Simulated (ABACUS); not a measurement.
HfO2:

```xyz
3
Lattice="0.0000 2.5575 2.5575 2.5575 0.0000 2.5575 2.5575 2.5575 0.0000" Properties=species:S:1:pos:R:3 pbc="T T T"
Hf    0.0000    0.0000    0.0000
O     3.8363    3.8363    3.8363
O     1.2788    1.2788    1.2788
```

Measurements of this composition are mostly on another form, of space group No. 14.

```yaml
Program: ABACUS 3.10.1
Task: single point
Functional: PBE
Potentials_or_basis: PseudoDojo NC SR 0.4.1 PBE standard
Cutoff: 1361 eV
Density_cutoff: 5442 eV
Basis: DZP LCAO (the cutoffs set its grid)
k_mesh: 9 × 9 × 9
Occupations: fermi-dirac, width 0.05 eV
Spin: no spin polarisation
```

On this cell: pressure -3.3 GPa; largest force zero by symmetry; band gap on the k mesh 3.84 eV, indirect (least direct gap 3.95 eV).

The same run follows on a disturbed copy (atoms moved at random, drawn with an rms of 0.05 Å):

```
Hf O
1.0
     0.00000    2.55750    2.55750
     2.55750    0.00000    2.55750
     2.55750    2.55750    0.00000
Hf O
1 2
Direct
  0.00903 0.00078 0.98476
  0.74644 0.74874 0.75724
  0.25109 0.24009 0.25004
```

What changes?

The energy moves by +5.1 meV/atom; pressure -2.9 GPa; largest force 0.436 eV/Å; band gap on the k mesh 3.84 eV, indirect (least direct gap 3.95 eV).

Forces on the atoms (eV/Å):
```
Hf   0.155  0.080 -0.185
O   -0.429 -0.076 -0.016
O    0.274 -0.004  0.201
```

Stress tensor (GPa, compression positive):
```
-2.79  0.41 -0.03
 0.41 -2.94  1.04
-0.03  1.04 -2.93
```

Caveats: the atomic orbitals were generated for these runs and aren't a published set; spin-orbit coupling is left out, which moves the levels of the heavy elements; an odd mesh through Γ misses points on the zone boundary, where band edges often lie; the basis of atomic orbitals isn't converged, which shifts pressures, moduli and gaps.
